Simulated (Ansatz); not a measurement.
**Vibrational response of BN at 12 GPa**

Theory: DFT PBE+D3(BJ), scalar-relativistic, plane waves, PAW (Ansatz 0.2.0). Plane waves to 420 eV; Γ-centred k mesh 12×12×12; fixed occupations. No spin polarisation. Phonons by linear response, acoustic sum rule imposed.

The cell, relaxed at 12 GPa:
```xyz
2
Lattice="1.2415 0.7168 2.7951 -1.2415 0.7168 2.7951 0.0000 -1.4336 2.7951" Properties=species:S:1:pos:R:3 pbc="T T T"
B     0.0000    0.0000    8.3907
N     0.0000    0.0000    2.7823
```

Optical modes at Γ (transverse, no macroscopic field); i marks an imaginary frequency:
```tsv
frequency (meV)	degeneracy	IR intensity of the level ((D/Å)²/amu)
85.1	1	4.63
174.4	2	53.94
```

All 3 optical modes at Γ are real: no displacement of atoms at fixed cell lowers the energy to second order. Strains and modes at other wave vectors aren't tested by this run.

```json
{"Electronic dielectric constant ε∞ (principal values)": "3.59, 5.33, 5.33", "Static dielectric constant ε0 (principal values)": "5.0, 7.3, 7.3", "Refractive index √ε∞, mean": "2.18", "Kohn–Sham gap on the mesh": "3.74 eV", "Cost": "24 s on 1 thread of Intel(R) Xeon(R) 6975P-C (Granite Rapids), on a shared host, peak memory 0.53 GiB"}
```

Born effective charges (e):
```json
{"atom": "B (atom 1)", "Z*xx": "2.67", "Z*yy": "2.67", "Z*zz": "1.11", "mean": "2.15"}
{"atom": "N (atom 2)", "Z*xx": "-2.67", "Z*yy": "-2.67", "Z*zz": "-1.11", "mean": "-2.15"}
```

This form isn't the usual stable structure of the compound at low pressure.